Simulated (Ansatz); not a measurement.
Crystal: La2O3.

```xyz
5
Lattice="6.2668 0.0000 0.0000 -3.1334 5.4272 0.0000 0.0000 0.0000 3.2998" Properties=species:S:1:pos:R:3 pbc="T T T"
La    3.1334    1.8091    1.6499
La    0.0000    3.6181    1.6499
O     3.1836    0.0000    0.0000
O    -1.5918    2.7571    0.0000
O     1.5416    2.6701    0.0000
```

The cell comes from a database or a generator and needn't be the stable form of this composition.

Base run:

- Program: Ansatz 0.2.0
- Functional: PBE
- Potentials or basis: Ansatz PAW
- Cutoff: 420 eV (not typed: the program's choice for these potentials)
- k mesh: 5 × 5 × 8
- Occupations: fermi-dirac, width 0.05 eV
- Spin: no spin polarisation

Its results: band gap on the k mesh 1.53 eV, indirect (least direct gap 2.05 eV); pressure 2.1 GPa; largest force 0.046 eV/Å.

**Question.** The run is repeated on the same cell with these changes: functional from PBE to r2SCAN; cutoff from 420 eV (not typed: the program's choice for these potentials) to 500 eV (not typed: the program's choice for these potentials). What comes out?

**Answer.** Band gap on the k mesh 1.85 eV, indirect (least direct gap 2.40 eV); pressure 1.4 GPa; largest force 0.050 eV/Å.

r2SCAN gives the wider gap, since meta-GGAs in the generalised Kohn-Sham scheme recover part of the derivative discontinuity.

Caveats: spin-orbit coupling is left out, which moves the levels of the heavy elements; the magnetic or orbital state may not be the lowest (some runs); the PAW data sets come from PBE, with cores solved anew for the run's functional, which leaves a small shift of forces and pressure (some runs).
